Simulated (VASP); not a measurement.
# KCl (Sylvite) (Fm-3m) in VASP: a series of runs, part 2 of 2

VASP 6.6.1.

### Step 4. Single point, r2SCAN

Contents of POSCAR:

```
KCl
1.0
    0.0000000000      3.1448471320      3.1448471320
    3.1448471320      0.0000000000      3.1448471320
    3.1448471320      3.1448471320      0.0000000000
K Cl
1 1
Direct
    0.0000000000      0.0000000000      0.0000000000
    0.5000000000      0.5000000000      0.5000000000
```

Contents of INCAR.step1:

```
SYSTEM = KCl
PREC = Accurate ; ENCUT = 520
ISMEAR = -1 ; SIGMA = 0.05
LREAL = .FALSE. ; LASPH = .TRUE.
NELM = 60 ; NBANDS = 15
GGA = PE ; ALGO = Normal
EDIFF = 1E-4 ; LWAVE = .TRUE.
LCHARG = .FALSE.
```

Contents of INCAR.step2:

```
SYSTEM = KCl
PREC = Accurate ; ENCUT = 520
EDIFF = 1E-6 ; ISMEAR = -1
SIGMA = 0.05 ; LREAL = .FALSE.
LASPH = .TRUE. ; NELM = 60
ALGO = Normal ; ISIF = 2
LWAVE = .FALSE. ; LCHARG = .TRUE.
METAGGA = R2SCAN ; LMIXTAU = .TRUE.
LELF = .TRUE. ; LVHAR = .TRUE.
NBANDS = 15 ; ISTART = 1
```

Contents of KPOINTS:

```
Automatic mesh
0
G
  6 6 6
  0 0 0
```

Potentials or basis: VASP PAW PBE potentials, release 64 (K_sv, Cl).

Run with:

```bash
cat potpaw_PBE.64/K_sv/POTCAR potpaw_PBE.64/Cl/POTCAR > POTCAR
cp INCAR.step1 INCAR
mpirun -np 1 vasp_std > vasp.out
cp INCAR.step2 INCAR
mpirun -np 1 vasp_std > vasp.out
```

OUTCAR:

```text
SYSTEM = KCl
   PREC = Accurate
   ENCUT = 520
   EDIFF = 1E-6
   ISMEAR = -1
   LREAL = .FALSE.
   LASPH = .TRUE.
   NELM = 60
   ISIF = 2
   METAGGA = R2SCAN
   ISTART = 1

 ion  position               nearest neighbor table
   1  0.000  0.000  0.000-   2 3.14   2 3.14   2 3.14   2 3.14   2 3.14   2 3.14
   2  0.500  0.500  0.500-   1 3.14   1 3.14   1 3.14   1 3.14   1 3.14   1 3.14

  LATTYP: Found a face centered cubic cell.
 ALAT       =     6.2896942640

  Lattice vectors:

 A1 = (   0.0000000000,   3.1448471320,   3.1448471320)
 A2 = (   3.1448471320,   0.0000000000,   3.1448471320)
 A3 = (   3.1448471320,   3.1448471320,   0.0000000000)

Analysis of symmetry for initial positions (statically):
=====================================================================
 Subroutine PRICEL returns:
 Original cell was already a primitive cell.

 Routine SETGRP: Setting up the symmetry group for a
 face centered cubic supercell.

 Subroutine GETGRP returns: Found 48 space group operations
 (whereof 48 operations were pure point group operations)
 out of a pool of 48 trial point group operations.

The static configuration has the point symmetry O_h .

Analysis of symmetry for dynamics (positions and initial velocities):
=====================================================================
 Subroutine PRICEL returns:
 Original cell was already a primitive cell.

 Routine SETGRP: Setting up the symmetry group for a
 face centered cubic supercell.

 Subroutine GETGRP returns: Found 48 space group operations
 (whereof 48 operations were pure point group operations)
 out of a pool of 48 trial point group operations.

The dynamic configuration has the point symmetry O_h .

 Subroutine INISYM returns: Found 48 space group operations
 (whereof 48 operations are pure point group operations),
 and found     1 'primitive' translations

----------------------------------------------------------------------------------------
[... 112 lines left out ...]
   IVDW    =     0    specifies the selected vdW correction
   LEPSILON=     F    determine dielectric tensor
   LRPA    =     F    only Hartree local field effects (RPA)
 non-spin polarized calculation
  energy-cutoff  :      520.00
  volume of cell :       62.21
 maximum number of plane-waves:      1694
 NGX is ok and might be reduce to    36
   NGX = 17   NGY = 17   NGZ = 17

 number of electron      16.0000001 magnetization

 Free energy of the ion-electron system (eV)
  ---------------------------------------------------
  ext. energy  EPLUGINS =         0.00000000
  ---------------------------------------------------
  free energy    TOTEN  =       -16.50648773 eV

  energy without entropy =      -16.50648773  energy(sigma->0) =      -16.50648773

 E-fermi :  -1.1499     XC(G=0):  -7.9603

 val. band max:       -2.2580780576   @ k =   0.0000   0.0000   0.0000
 cond. band min:       3.5771095912   @ k =   0.0000   0.0000   0.0000
 fundamental gap:      5.8351876488
 Fermi energy:        -1.1499432610

 k-point     1 :       0.0000    0.0000    0.0000
  band No.  band energies     occupation
      1     -30.5230      2.00000
      2     -14.9299      2.00000
      3     -13.2143      2.00000
      4     -13.2143      2.00000
      5     -13.2143      2.00000
      6      -2.2581      2.00000
      7      -2.2581      2.00000
      8      -2.2581      2.00000
      9       3.5771      0.00000
     10       6.7765      0.00000
     11       6.7765      0.00000
     12       6.7765      0.00000
     13       7.8204      0.00000
     14       7.8204      0.00000
[... 257 lines left out ...]
      2     -14.8935      2.00000
      3     -13.3326      2.00000
      4     -13.2902      2.00000
      5     -13.1661      2.00000
      6      -2.8393      2.00000
      7      -2.6777      2.00000
      8      -2.6212      2.00000
      9       5.5224      0.00000
     10       7.2603      0.00000
     11       7.7186      0.00000
     12       8.8238      0.00000
     13       9.5962      0.00000
     14      10.2765      0.00000
     15      10.8717      0.00000

------------------------ aborting loop because EDIFF is reached ----------------------------------------

  FORCE on cell =-STRESS in cart. coord.  units (eV):
  Direction    XX          YY          ZZ          XY          YZ          ZX
  --------------------------------------------------------------------------------------
  -------------------------------------------------------------------------------------
  Total        0.0011288      0.0011288      0.0011288      0.0000000     -0.0000000      0.0000000
  in kB        0.0290731      0.0290731      0.0290731      0.0000000     -0.0000000      0.0000000
  external PRESSURE =       0.0290731 kB  Pullay stress =       0.0000000 kB

 VOLUME and BASIS-vectors are now :
 -----------------------------------------------------------------------------
  energy-cutoff  :      520.00
  volume of cell :       62.21
      direct lattice vectors                 reciprocal lattice vectors
     0.000000000  3.144847132  3.144847132    -0.158990240  0.158990240  0.158990240
     3.144847132  0.000000000  3.144847132     0.158990240 -0.158990240  0.158990240
     3.144847132  3.144847132  0.000000000     0.158990240  0.158990240 -0.158990240

 POSITION                                       TOTAL-FORCE (eV/Angst)
 -----------------------------------------------------------------------------------
      0.00000      0.00000      0.00000         0.000000      0.000000     -0.000000
      3.14485      3.14485      3.14485        -0.000000     -0.000000      0.000000
 -----------------------------------------------------------------------------------
    total drift:                                0.000000      0.000000      0.000000

  FREE ENERGIE OF THE ION-ELECTRON SYSTEM (eV)
  ---------------------------------------------------
  free  energy   TOTEN  =       -16.5064877286 eV

  energy  without entropy=      -16.5064877285  energy(sigma->0) =      -16.50648773
```

OSZICAR.step1:

```text
N       E                     dE             d eps       ncg     rms          rms(c)
DAV:   1     0.101538841958E+03    0.10154E+03   -0.70101E+03   480   0.950E+02
DAV:   2    -0.927927117956E+00   -0.10247E+03   -0.95178E+02   615   0.236E+02
DAV:   3    -0.687055792825E+01   -0.59426E+01   -0.59089E+01   669   0.515E+01
DAV:   4    -0.709281248745E+01   -0.22225E+00   -0.22218E+00   759   0.870E+00
DAV:   5    -0.709431656352E+01   -0.15041E-02   -0.15041E-02   669   0.800E-01    0.333E+00
DAV:   6    -0.680468794082E+01    0.28963E+00   -0.41941E-01   599   0.327E+00    0.273E+00
DAV:   7    -0.678991588044E+01    0.14772E-01   -0.10351E-01   648   0.182E+00    0.157E+00
DAV:   8    -0.680205348012E+01   -0.12138E-01   -0.15895E-02   650   0.947E-01    0.180E-01
DAV:   9    -0.680278210695E+01   -0.72863E-03   -0.91698E-04   606   0.189E-01    0.962E-02
DAV:  10    -0.680336469289E+01   -0.58259E-03   -0.60953E-04   529   0.155E-01    0.200E-02
DAV:  11    -0.680336882038E+01   -0.41275E-05   -0.17634E-05   492   0.269E-02
   1 F= -.68033688E+01 E0= -.68033688E+01  d E =-.342721E-10
```

Wall time 60 s (1 thread of Intel Xeon Platinum 8488C (Sapphire Rapids), shared host); peak memory 0.21 GiB.

What came out:

| Property | Result |
| --- | --- |
| Free energy | -16.5065 eV |
| Pressure | 0.0 GPa |
| Band gap on the k mesh | 5.84 eV, direct |

Caveat: the PAW data sets were made with another functional, which shifts forces and pressure a little.

### Step 5. Single point, r2SCAN+D4

POSCAR is that of step 4.

Contents of INCAR.step1:

```
SYSTEM = KCl
PREC = Accurate
ENCUT = 520
ISMEAR = 0
SIGMA = 0.01
LREAL = .False.
LASPH = .True.
NELM = 100
NBANDS = 15
GGA = PE
ALGO = Normal
EDIFF = 1E-4
LWAVE = .True.
LCHARG = .False.
```

Contents of INCAR.step2:

```
SYSTEM = KCl
PREC = Accurate
ENCUT = 520
EDIFF = 1E-7
ISMEAR = 0
SIGMA = 0.01
LREAL = .False.
LASPH = .True.
NELM = 100
ALGO = Normal
ISIF = 2
LWAVE = .False.
LCHARG = .True.
METAGGA = R2SCAN
LMIXTAU = .True.
IVDW = 13
VDW_S6 = 1.0
VDW_S8 = 0.6018749
VDW_A1 = 0.51559235
VDW_A2 = 5.77342911
LELF = .True.
LVHAR = .True.
NBANDS = 15
ISTART = 1
```

Contents of KPOINTS:

```
Automatic mesh
0
Gamma
  6 6 6
  0 0 0
```

Run with:

```bash
cat potpaw_PBE.64/K_sv/POTCAR potpaw_PBE.64/Cl/POTCAR > POTCAR
cp INCAR.step1 INCAR
mpirun -np 1 vasp_std > vasp.out
cp INCAR.step2 INCAR
mpirun -np 1 vasp_std > vasp.out
```

It took 80 s on 1 thread of Intel Xeon Platinum 8488C (Sapphire Rapids), shared host; peak memory 0.22 GiB.

It converged, with:

```yaml
Free_energy: -16.5893 eV
Pressure: -0.2 GPa
Band_gap_on_the_k_mesh: 5.84 eV, direct
Dispersion_energy_per_atom: -0.041 eV
```

Levels at points of the mesh, in eV from the valence-band top:
| k point | band 6 | band 7 | band 8 | band 9 | band 10 | band 11 |
| --- | --- | --- | --- | --- | --- | --- |
| (0.00, 0.00, 0.00) | 0.00 | 0.00 | 0.00 | 5.84 | 9.03 | 9.03 |
| (0.50, 0.00, 0.00) | -1.05 | -0.32 | -0.32 | 8.14 | 9.25 | 11.33 |
| (0.50, 0.50, 0.00) | -0.67 | -0.23 | -0.23 | 7.03 | 9.22 | 10.70 |

Caveat: the PAW data sets were made with another functional, which shifts forces and pressure a little.

### Step 6. Overview

```tsv
level	smearing	gap on the mesh (eV)	pressure (GPa)
PBEsol	gaussian 0.01 eV	5.03	-0.3
r2SCAN	gaussian 0.01 eV	5.84	0.0
r2SCAN	fermi-dirac 0.05 eV	5.84	0.0
r2SCAN+D4	gaussian 0.01 eV	5.84	-0.2
```

Alike in all rows: task single point; potentials or basis VASP PAW PBE potentials, release 64 (K_sv, Cl); no spin polarisation; cell as given; k mesh 6 × 6 × 6; cutoff (eV) 520.

On the cell as given the gap runs from 5.03 eV (PBEsol) to 5.84 eV (r2SCAN). The pressure there spans -0.3 GPa (PBEsol) to 0.0 GPa (r2SCAN); a positive pressure means that this level wants a larger cell, a negative one a smaller.

Caveats: the PAW data sets were made with another functional, which shifts forces and pressure a little.

Total energies depend on the potentials used, so only differences within one code and one set of settings carry meaning.

### Step 7. How close it comes

Step 2. Against the measured gap of KCl, 8.68 eV (a printed reference work, monograph), the calculated 5.03 eV is off by -3.65 eV. The value is that of PBEsol, without temperature or zero-point motion. Semilocal functionals fall short of measured gaps as a rule.

Step 3. Measured gap of KCl: 8.68 eV (a printed reference work, monograph). This calculation gives 5.84 eV (-2.84 eV). The value is that of r2SCAN, without temperature or zero-point motion.

Step 4. A measured gap of KCl is 8.68 eV (a printed reference work, monograph); the calculated 5.84 eV misses it by -2.84 eV. The value is that of r2SCAN, without temperature or zero-point motion.

Step 5. A measured gap of KCl is 8.68 eV (a printed reference work, monograph); the calculated 5.84 eV misses it by -2.84 eV. The value is that of r2SCAN+D4, without temperature or zero-point motion.
